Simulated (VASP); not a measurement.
# HfSi2 (Cmcm) in VASP: further runs

One crystal, HfSi2, is run at these levels: PBEsol, PBE+D3(BJ); tasks: relaxation of cell and atoms.

Program: VASP 6.6.1. These are calculated values, not measurements. Logs are shortened: lines on timing, memory, paths and dates and some standing lists are left out, and cuts for length are marked.

## 1. The structure

It takes space group Cmcm (No. 63, orthorhombic). The conventional cell has a = 3.672 Å, b = 14.570 Å, c = 3.641 Å, α = 90.00°, β = 90.00°, γ = 90.00°. Hf (site symmetry m2m) has 10 Si at 2.67 to 3.02 Å as nearest neighbours. Si (site symmetry m2m) has 2 Si at 2.50 Å and 4 Hf at 2.67 Å as nearest neighbours. Si (site symmetry m2m) has 4 Si at 2.59 Å and 4 Hf at 2.78 to 2.79 Å as nearest neighbours.

## 2. Relaxation of cell and atoms, PBEsol

Input file INCAR:

```
SYSTEM = HfSi2
  PREC = Accurate
  ENCUT = 600
  EDIFF = 1E-6
  ISMEAR = 1
  SIGMA = 0.1
  LREAL = .FALSE.
  LASPH = .TRUE.
  NELM = 80
  ALGO = Normal
  ISIF = 3
  LWAVE = .FALSE.
  LCHARG = .FALSE.
  GGA = PS
  IBRION = 2
  NSW = 90
  EDIFFG = -0.01
  KPAR = 2
```

Input file KPOINTS:

```
regular mesh
0
G
  10 10 10
  0 0 0
```

Input file POSCAR:

```
HfSi2
1.0
    1.8360000000     -7.2850000000      0.0000000000
    1.8360000000      7.2850000000      0.0000000000
    0.0000000000      0.0000000000      3.6410000000
Hf Si
2 4
Direct
    0.8940000000      0.1060000000      0.2500000000
    0.1060000000      0.8940000000      0.7500000000
    0.5590000000      0.4410000000      0.2500000000
    0.4410000000      0.5590000000      0.7500000000
    0.2500000000      0.7500000000      0.2500000000
    0.7500000000      0.2500000000      0.7500000000
```

Potentials or basis: VASP PAW PBE potentials, release 64 (Hf_pv, Si).

The run is started by

```console
cat potpaw_PBE.64/Hf_pv/POTCAR potpaw_PBE.64/Si/POTCAR > POTCAR
mpirun -np 2 vasp_std > vasp.out
```

OUTCAR:

```text
SYSTEM = HfSi2
   PREC = Accurate
   ENCUT = 600
   EDIFF = 1E-6
   ISMEAR = 1
   LREAL = .FALSE.
   LASPH = .TRUE.
   NELM = 80
   ISIF = 3
   GGA = PS
   IBRION = 2
   NSW = 90
   EDIFFG = -0.01

 ion  position               nearest neighbor table
   1  0.894  0.106  0.250-   4 2.67   4 2.67   4 2.67   4 2.67   6 2.78   6 2.78   5 2.79   5 2.79
                             3 3.02   3 3.02   2 3.59   2 3.59
   2  0.106  0.894  0.750-   3 2.67   3 2.67   3 2.67   3 2.67   5 2.78   5 2.78   6 2.79   6 2.79
                             4 3.02   4 3.02   1 3.59   1 3.59
   3  0.559  0.441  0.250-   4 2.50   4 2.50   2 2.67   2 2.67   2 2.67   2 2.67   1 3.02   1 3.02

   4  0.441  0.559  0.750-   3 2.50   3 2.50   1 2.67   1 2.67   1 2.67   1 2.67   2 3.02   2 3.02

   5  0.250  0.750  0.250-   6 2.59   6 2.59   6 2.59   6 2.59   2 2.78   2 2.78   1 2.79   1 2.79

   6  0.750  0.250  0.750-   5 2.59   5 2.59   5 2.59   5 2.59   1 2.78   1 2.78   2 2.79   2 2.79

  LATTYP: Found a base centered orthorhombic cell.
 ALAT       =     3.6720000000
 B/A-ratio  =     3.9678649237
 C/A-ratio  =     0.9915577342

  Lattice vectors:

 A1 = (   1.8360000000,  -7.2850000000,   0.0000000000)
 A2 = (   1.8360000000,   7.2850000000,   0.0000000000)
 A3 = (   0.0000000000,   0.0000000000,   3.6410000000)

Analysis of symmetry for initial positions (statically):
=====================================================================
 Subroutine PRICEL returns:
 Original cell was already a primitive cell.

 Routine SETGRP: Setting up the symmetry group for a
 base centered orthorhombic supercell.

 Subroutine GETGRP returns: Found  8 space group operations
 (whereof  4 operations were pure point group operations)
 out of a pool of  8 trial point group operations.

The static configuration has the point symmetry C_2h.
 The point group associated with its full space group is D_2h.

Analysis of symmetry for dynamics (positions and initial velocities):
=====================================================================
 Subroutine PRICEL returns:
 Original cell was already a primitive cell.

 Routine SETGRP: Setting up the symmetry group for a
 base centered orthorhombic supercell.

 Subroutine GETGRP returns: Found  8 space group operations
 (whereof  4 operations were pure point group operations)
 out of a pool of  8 trial point group operations.

The dynamic configuration has the point symmetry C_2h.
 The point group associated with its full space group is D_2h.

 Subroutine INISYM returns: Found  8 space group operations
[... 130 lines left out ...]
   GGA     = PS    functional components
   LHFCALC =     F    Hartree Fock is set to
   AEXX    =    0.0000 exact exchange contribution
   IVDW    =     0    specifies the selected vdW correction
   LEPSILON=     F    determine dielectric tensor
   LRPA    =     F    only Hartree local field effects (RPA)
 conjugate gradient relaxation of ions
 non-spin polarized calculation
 Methfessel and Paxton  Order N= 1 SIGMA  =   0.10
  energy-cutoff  :      600.00
  volume of cell :       97.40
 maximum number of plane-waves:      3285
   NGX = 29   NGY = 29   NGZ = 15

--------------------------------------- Ionic step        1  -------------------------------------------

 number of electron      35.9999999 magnetization

 Free energy of the ion-electron system (eV)
  ---------------------------------------------------
  ext. energy  EPLUGINS =         0.00000000
  ---------------------------------------------------
  free energy    TOTEN  =       -47.91538207 eV

  energy without entropy =      -47.91546399  energy(sigma->0) =      -47.91540938

------------------------ aborting loop because EDIFF is reached ----------------------------------------

  FORCE on cell =-STRESS in cart. coord.  units (eV):
  Direction    XX          YY          ZZ          XY          YZ          ZX
  --------------------------------------------------------------------------------------
  -------------------------------------------------------------------------------------
  Total       -1.1387777     -2.6976353     -1.1998098      0.0000000     -0.0000000      0.0000000
  in kB      -18.7325379    -44.3752606    -19.7364967      0.0000000     -0.0000000      0.0000000
  external PRESSURE =     -27.6147651 kB  Pullay stress =       0.0000000 kB
[... 101 lines left out ...]
  FREE ENERGIE OF THE ION-ELECTRON SYSTEM (eV)
  ---------------------------------------------------
  free  energy   TOTEN  =       -47.9609978792 eV

  energy  without entropy=      -47.9602022694  energy(sigma->0) =      -47.96073268

[... ionic steps 4 to 7 ...]

--------------------------------------- Ionic step        8  -------------------------------------------

 number of electron      36.0000000 magnetization

------------------------ aborting loop because EDIFF is reached ----------------------------------------
[... 75 lines left out ...]
--------------------------------------- Ionic step       10  -------------------------------------------

 number of electron      36.0000001 magnetization

 Free energy of the ion-electron system (eV)
  ---------------------------------------------------
  ext. energy  EPLUGINS =         0.00000000
  ---------------------------------------------------
  free energy    TOTEN  =       -47.98135676 eV

  energy without entropy =      -47.98052379  energy(sigma->0) =      -47.98107910

 E-fermi :   8.5338     XC(G=0): -11.5798

 val. band max:        8.5317701476   @ k =   0.5000   0.2000   0.1000
 cond. band min:       8.5403903114   @ k =   0.2000   0.0000   0.0000
 fundamental gap:      0.0086201638
 Fermi energy:         8.5338431990

 k-point     1 :       0.0000    0.0000    0.0000
  band No.  band energies     occupation
      1     -22.1545      2.00000
      2     -22.0575      2.00000
      3     -22.0380      2.00000
      4     -22.0164      2.00000
      5     -22.0118      2.00000
      6     -21.9798      2.00000
[... 589 lines left out ...]
     21       9.4941     -0.00000
     22      10.4628     -0.00000

 [... further k-points ...]

------------------------ aborting loop because EDIFF is reached ----------------------------------------

  FORCE on cell =-STRESS in cart. coord.  units (eV):
  Direction    XX          YY          ZZ          XY          YZ          ZX
  --------------------------------------------------------------------------------------
  -------------------------------------------------------------------------------------
  Total       -0.0143927     -0.0036395     -0.0005063      0.0000000      0.0000000      0.0000000
  in kB       -0.2417659     -0.0611362     -0.0085044      0.0000000      0.0000000      0.0000000
  external PRESSURE =      -0.1038022 kB  Pullay stress =       0.0000000 kB
[... 21 lines left out ...]
  FREE ENERGIE OF THE ION-ELECTRON SYSTEM (eV)
  ---------------------------------------------------
  free  energy   TOTEN  =       -47.9813567622 eV

  energy  without entropy=      -47.9805237885  energy(sigma->0) =      -47.98107910

 reached required accuracy - stopping structural energy minimisation
```

OSZICAR:

```text
N       E                     dE             d eps       ncg     rms          rms(c)
DAV:   1     0.128916665047E+03    0.12892E+03   -0.19585E+04  8184   0.167E+03
DAV:   2    -0.401460391704E+02   -0.16906E+03   -0.16530E+03  9822   0.325E+02
DAV:   3    -0.490240821300E+02   -0.88780E+01   -0.87418E+01 10656   0.483E+01
DAV:   4    -0.491723607064E+02   -0.14828E+00   -0.14747E+00 10060   0.720E+00
[... 77 lines left out ...]
DAV:   2    -0.479814146663E+02   -0.36595E-04   -0.18009E-03 10098   0.278E-01    0.737E-02
DAV:   3    -0.479813680366E+02    0.46630E-04   -0.98226E-05  9998   0.636E-02    0.437E-02
DAV:   4    -0.479813592025E+02    0.88341E-05   -0.15737E-05 10138   0.269E-02    0.363E-02
DAV:   5    -0.479813572956E+02    0.19069E-05   -0.30574E-06  8122   0.982E-03    0.146E-02
DAV:   6    -0.479813567622E+02    0.53342E-06   -0.80177E-07  5322   0.512E-03
  10 F= -.47981357E+02 E0= -.47981079E+02  d E =-.150934E-03
```

Wall time 25 min (2 MPI ranks of Intel Xeon Platinum 8488C (Sapphire Rapids), shared host); peak memory 0.62 GiB.

What came out:

```
Free energy                            : -47.9814 eV
Relaxed volume                         : 15.90 Å³/atom
Relaxed cell                           : a = 7.407 Å, b = 7.407 Å, c = 3.638 Å, α = 90.00°, β = 90.00°, γ = 151.45°
Space group after relaxing (to 0.05 Å) : Cmcm (No. 63)
Energy gained by relaxing              : 11.0 meV/atom
Ionic steps                            : 10
Pressure after relaxing                : 0.0 GPa
Band gap on the k mesh                 : none (metal or under the smearing width)
```

Forces in eV/Å, atoms in the order of the input:
```
Hf   0.000 -0.002  0.000
Hf   0.000  0.002  0.000
Si   0.000  0.003  0.000
Si   0.000 -0.003  0.000
Si   0.000  0.003  0.000
Si   0.000 -0.003  0.000
```

Step by step:
```tsv
step	energy change (eV)	largest force (eV/Å)	pressure (GPa)	volume (Å³)
1	0.0000	0.6325	-2.76	97.40
2	-0.0392	0.2771	2.98	93.50
3	-0.0456	0.3619	1.33	94.53
4	-0.0641	0.0560	0.20	95.14
5	-0.0642	0.0385	0.13	95.19
6	-0.0655	0.0444	-0.11	95.38
7	-0.0655	0.0469	-0.14	95.41
8	-0.0658	0.0276	0.13	95.26
9	-0.0658	0.0257	0.14	95.25
10	-0.0660	0.0025	-0.01	95.38
```

Final structure:
```yaml
crystal:
  lattice:
    - [1.82641, -7.17838, 0.00000]
    - [1.82641, 7.17838, 0.00000]
    - [0.00000, 0.00000, 3.63750]
  atoms:
    - { symbol: Hf, position: [0.89533, 0.10467, 0.25000] }
    - { symbol: Hf, position: [0.10467, 0.89533, 0.75000] }
    - { symbol: Si, position: [0.55505, 0.44495, 0.25000] }
    - { symbol: Si, position: [0.44495, 0.55505, 0.75000] }
    - { symbol: Si, position: [0.25024, 0.74976, 0.25000] }
    - { symbol: Si, position: [0.74976, 0.25024, 0.75000] }
```

Levels at points of the mesh, in eV from the Fermi level:
```tsv
k point	band 15	band 16	band 17	band 18	band 19	band 20	band 21	band 22
(0.00, 0.00, 0.00)	-2.58	-2.57	-2.54	0.01	1.15	1.27	1.72	1.86
(0.50, 0.00, 0.00)	-1.91	-1.69	-0.89	-0.54	-0.48	0.87	0.90	2.13
(0.50, 0.50, 0.00)	-2.89	-2.12	-1.61	0.44	1.16	1.34	1.48	2.04
(0.00, 0.00, 0.50)	-2.04	-2.04	-0.07	-0.07	0.21	0.21	1.69	1.69
(0.50, 0.00, 0.50)	-3.49	-3.49	-2.49	-2.49	2.01	2.01	2.79	2.79
(0.50, 0.50, 0.50)	-2.39	-2.39	-0.99	-0.99	0.08	0.08	2.47	2.47
```

Caveat: the PAW data sets were made with another functional, which shifts forces and pressure a little. Spin-orbit coupling is left out, which matters for the levels of Hf.

[end of part 1 of 2]
